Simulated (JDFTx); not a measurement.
Write the native input for JDFTx 1.7.0 (patched build) that does the following.

```
Task                                    : relaxation of the atoms
Functional                              : PBEsol
Potentials or basis                     : PseudoDojo-SR-PBEsol-0.4.1-standard
Cutoff                                  : 1007 eV
Density cutoff                          : 8055 eV
k mesh                                  : 7 × 7 × 7
Occupations                             : fermi-dirac, width 0.05 eV
Spin                                    : no spin polarisation
Bands                                   : 14
Density cutoff over wavefunction cutoff : 8
Max SCF steps                           : 100
SCF threshold on the energy             : 1e-10 Ha
Solver of the electrons                 : scf
Further solve for the empty bands       : no
```

KCl (Sylvite):

```
CELL_PARAMETERS angstrom
0.00000 3.12101 3.12101
3.15222 0.00000 3.12101
3.15222 3.12101 0.00000
ATOMIC_POSITIONS crystal
K 0.00000 0.00000 0.00000
Cl 0.50000 0.50000 0.50000
```

The cell isn't the ideal one: relaxed cell strained by 0.01 in Voigt component 1.

One way to write it, as run:

KCl.in

```
lattice \
    0.0000000000     5.9568284937     5.9568284937 \
    5.8978499937     0.0000000000     5.8978499937 \
    5.8978499937     5.8978499937     0.0000000000
coords-type Lattice
ion K      0.0000000000     0.0000000000     0.0000000000 1
ion Cl     0.5000000000     0.5000000000     0.5000000000 1

ion-species pseudo/K.upf
ion-species pseudo/Cl.upf
elec-cutoff 37 296
elec-ex-corr gga-PBEsol
kpoint-folding 7 7 7
elec-smearing Fermi 0.0018374661
elec-n-bands 14
electronic-SCF nIterations 100 energyDiffThreshold 1e-10
electronic-minimize nIterations 30 energyDiffThreshold 1e-7
forces-output-coords Cartesian
ionic-minimize nIterations 20 energyDiffThreshold 1e-8 knormThreshold 2e-5

dump-name run.$VAR
dump End Ecomponents EigStats BandEigs Kpoints Forces Stress
```

Potentials or basis: PseudoDojo-SR-PBEsol-0.4.1-standard.

Command:

```console
$ jdftx -c 1 -i KCl.in -o KCl.out
```

Results of the run:

```yaml
Pressure_after_relaxing: -0.2 GPa
Band_gap_on_the_k_mesh: 5.07 eV, direct
Loewdin_charges: K +0.74; Cl -0.68 e
```

Caveat: the relaxation stopped at its first step, so nothing moved; an odd mesh through Γ misses points on the zone boundary, where band edges often lie.

Wall time 2.2 min on 1 thread of Intel(R) Xeon(R) Platinum 8488C (Sapphire Rapids) (shared host), peak memory 0.2 GiB.
